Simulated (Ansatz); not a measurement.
## A C vacancy next to O started on a C site in diamond, 63 atoms, charge −1

All numbers below come from DFT, PBEsol, PAW, plane waves in Ansatz.

Command:

```sh
ansatz run in.yaml --threads 7 --pin off --max-ram 13300MiB --runs-dir r --events-out ev --progress --plain
```

The input less its lattice and atoms (starting moments on atoms near the defect: 3 μB in all):

```yaml
crystal:
  symmetry: { detect: false }
kpoints:
  mp_grid: { grid: [1, 1, 1], shift: [0.25, 0.25, 0.25] }
hamiltonian:
  xc: pbesol
total_charge: -1
magnetization:
  spin_polarized: true
scf:
  occupations: { method: fermi_dirac, width: 0.01 }
relax:
  f_tol: 0.03
  max_steps: 80
  escape_saddle: false
  adjacent_minimum: "off"
output:
  forces: true
  eigenvalues: true
  populations: true
  charged_corrections: { epsilon: 5.7 }
```

Start:

```xyz
63
Lattice="7.1076 0.0000 0.0000 0.0000 7.1076 0.0000 0.0000 0.0000 7.1076" Properties=species:S:1:pos:R:3 pbc="T T T"
C     0.0114    0.0041    0.0337
C     0.0358    7.0976    3.5418
C     7.1056    3.5311    0.0255
C     0.0044    3.5089    3.5466
C     3.5551    0.0171    7.1045
C     3.5798    7.1039    3.5953
C     3.5561    3.5729    7.0904
C     0.9110    0.8958    0.8891
C     0.8947    0.8913    4.4733
C     0.8846    4.4339    0.8739
C     0.9117    4.4553    4.4470
C     4.4474    0.9120    0.8938
C     4.4523    0.8854    4.4853
C     4.4256    4.4675    0.8895
C     1.7728    1.7882    0.0034
C     1.7487    1.7758    3.5274
C     1.8021    5.3221    0.0115
C     1.7555    5.3379    3.5322
C     5.3263    1.7707    7.0781
C     5.3148    1.7981    3.5433
C     5.3573    5.3336    0.0042
C     5.3293    5.3476    3.5256
C     2.6588    2.6553    0.8699
C     2.6741    2.7020    4.4647
C     2.6646    6.2509    0.8960
C     2.6457    6.2558    4.4729
C     6.2516    2.6555    0.8921
C     6.2182    2.6588    4.4533
C     6.2268    6.1758    0.8830
C     6.2486    6.2316    4.4512
C     1.7651    0.0249    1.7415
C     1.8066    7.0880    5.3010
C     1.8015    3.5781    1.8002
C     1.7774    3.5537    5.3470
C     5.3259    7.0675    1.7891
C     5.3583    7.0902    5.3205
C     5.3450    3.5176    1.7806
C     5.3210    3.5629    5.3197
C     2.6716    0.8852    2.6740
C     2.6670    0.8815    6.2427
C     2.6490    4.4829    2.7243
C     2.6449    4.4118    6.2236
C     6.2386    0.8949    2.6481
C     6.2167    0.9188    6.2065
C     6.2542    4.4433    2.6834
C     6.2169    4.4349    6.2124
C     0.0039    1.7981    1.7604
C     0.0106    1.7693    5.3291
C     0.0199    5.3227    1.7802
C     7.0855    5.3616    5.3335
C     3.5463    1.7739    1.8018
C     3.5603    1.7474    5.3401
C     3.5880    5.3089    1.7834
C     3.5700    5.3494    5.3429
C     0.9204    2.6487    2.6522
C     0.8798    2.6786    6.1996
C     0.9004    6.2245    2.6964
C     0.8721    6.2082    6.2049
C     4.4090    2.6675    2.6600
C     4.4522    2.6665    6.2298
C     4.4723    6.1969    2.6825
C     4.4553    6.2479    6.2576
O     4.4142    4.4490    4.4472
```

Steps:

| step | energy less the first (eV) | largest force component (eV/Å) |
| --- | --- | --- |
| start | 0.000 | 3.022 |
| 1 | -1.956 | 1.423 |
| 2 | -2.149 | 2.771 |
| 3 | -2.937 | 2.094 |
| 4 | -2.947 | 2.043 |
| 5 | -3.083 | 0.434 |
| 6 | -3.098 | 0.092 |
| 7 | -3.098 | 0.014 |

A structure on the way, about -2.15 eV from the start:

```xyz
63
Lattice="7.1076 0.0000 0.0000 0.0000 7.1076 0.0000 0.0000 0.0000 7.1076" Properties=species:S:1:pos:R:3 pbc="T T T"
C     7.1033    7.1069    7.0947
C     0.0157    0.0283    3.5476
C     0.0066    3.5593    0.0012
C     0.0015    3.5682    3.5617
C     3.5658    0.0010    0.0108
C     3.5691    7.1038    3.5512
C     3.5589    3.5474    0.0174
C     0.8882    0.9050    0.8939
C     0.8949    0.8855    4.4319
C     0.8978    4.4402    0.8830
C     0.8902    4.4321    4.4411
C     4.4461    0.8864    0.8890
C     4.4495    0.9000    4.4329
C     4.4590    4.4274    0.8920
C     1.7805    1.7825    0.0054
C     1.8140    1.7996    3.5901
C     1.7712    5.3407    0.0072
C     1.8058    5.3063    3.5604
C     5.3364    1.7657    0.0206
C     5.3087    1.7954    3.5404
C     5.3232    5.3116    7.0975
C     5.4806    5.4801    3.3984
C     2.6829    2.6791    0.9122
C     2.5989    2.5891    4.5096
C     2.6814    6.2203    0.8906
C     2.6885    6.1805    4.4369
C     6.2162    2.6697    0.8905
C     6.2034    2.6676    4.4559
C     6.2270    6.2278    0.8808
C     6.2394    6.2383    4.3880
C     1.7910    0.0090    1.7966
C     1.7649    0.0061    5.3488
C     1.8047    3.5775    1.7909
C     1.7799    3.5394    5.3118
C     5.3452    0.0282    1.7490
C     5.3202    7.0944    5.3220
C     5.3077    3.5638    1.8055
C     5.3969    3.4370    5.4381
C     2.6803    0.8948    2.6848
C     2.6649    0.8792    6.2292
C     2.6251    4.4927    2.5963
C     2.6542    4.4582    6.2321
C     6.2313    0.8985    2.6720
C     6.2218    0.8670    6.2178
C     6.2265    4.4739    2.6474
C     6.2302    4.4112    6.2263
C     0.0180    1.7868    1.7924
C     0.0030    1.7731    5.3289
C     0.0277    5.3406    1.7576
C     7.1066    5.3050    5.3162
C     3.5725    1.8011    1.7953
C     3.5388    1.7936    5.3182
C     3.5431    5.3157    1.7935
C     3.4725    5.3675    5.4100
C     0.9056    2.6892    2.6740
C     0.8828    2.6657    6.2377
C     0.9024    6.2370    2.6529
C     0.8921    6.2178    6.2251
C     4.5033    2.6203    2.6120
C     4.4481    2.6410    6.2343
C     4.4628    6.2423    2.6405
C     4.4326    6.2079    6.2162
O     4.3289    4.3957    4.6013
```

End:

```
C O
1.0
     7.10761    0.00000    0.00000
     0.00000    7.10761    0.00000
     0.00000    0.00000    7.10761
C O
62 1
Direct
  0.00103 0.00054 0.99924
  0.00278 0.00229 0.50017
  0.99997 0.50045 0.99970
  0.99935 0.50169 0.50022
  0.50095 0.99948 0.99970
  0.50219 0.99885 0.50023
  0.49951 0.49901 0.00301
  0.12617 0.12567 0.12561
  0.12584 0.12535 0.62420
  0.12566 0.62496 0.12365
  0.12630 0.62486 0.62507
  0.62545 0.12517 0.12366
  0.62536 0.12580 0.62507
  0.62555 0.62506 0.12697
  0.25058 0.25009 0.00049
  0.25169 0.25120 0.50153
  0.25000 0.74959 0.00061
  0.25333 0.74725 0.49924
  0.75009 0.24951 0.00060
  0.74775 0.25283 0.49924
  0.75082 0.75032 0.00159
  0.76976 0.76926 0.47919
  0.37548 0.37499 0.12734
  0.36683 0.36633 0.63306
  0.37654 0.87578 0.12488
  0.37959 0.87054 0.62464
  0.87627 0.37604 0.12488
  0.87103 0.37910 0.62463
  0.87664 0.87615 0.12478
  0.87736 0.87686 0.62239
  0.25182 0.00057 0.25049
  0.25207 0.99846 0.74966
  0.25144 0.50132 0.25145
  0.25133 0.49884 0.74894
  0.75053 0.00286 0.24775
  0.75025 0.99957 0.74859
  0.74908 0.49992 0.25170
  0.74598 0.50039 0.75870
  0.37679 0.12559 0.37632
  0.37607 0.12382 0.87598
  0.36898 0.63125 0.36746
  0.37392 0.62384 0.87854
  0.87675 0.12635 0.37545
  0.87524 0.12530 0.87453
  0.87693 0.62720 0.37319
  0.87507 0.62595 0.87626
  0.00106 0.25132 0.25049
  0.99896 0.25158 0.74966
  0.00335 0.75003 0.24775
  0.00006 0.74975 0.74860
  0.50182 0.25095 0.25145
  0.49933 0.25083 0.74894
  0.50042 0.74857 0.25171
  0.50086 0.74551 0.75871
  0.12608 0.37629 0.37632
  0.12431 0.37557 0.87598
  0.12685 0.87625 0.37545
  0.12578 0.87474 0.87453
  0.63174 0.36849 0.36746
  0.62435 0.37343 0.87854
  0.62770 0.87643 0.37319
  0.62645 0.87457 0.87626
  0.61328 0.61281 0.65714
```

The calculation finished and met its thresholds.

Time: 42 s of wall time on 7 threads of a Neoverse-V2 processor, on a host shared with other runs; peak host memory 1.2 GiB.

(1) How much energy did the relaxation gain, and which atom moved most?

The moment started at 3 μB and ended at 3.0 μB; no other spin state is shown. The one k point has no symmetry partners, which can distort the end along one axis.

Answers

(1) 3.10 eV in 7 steps, from a start with small random displacements; atom 63 (O) moved 0.25 Å, the median atom 0.03 Å (drift of the whole cell removed).
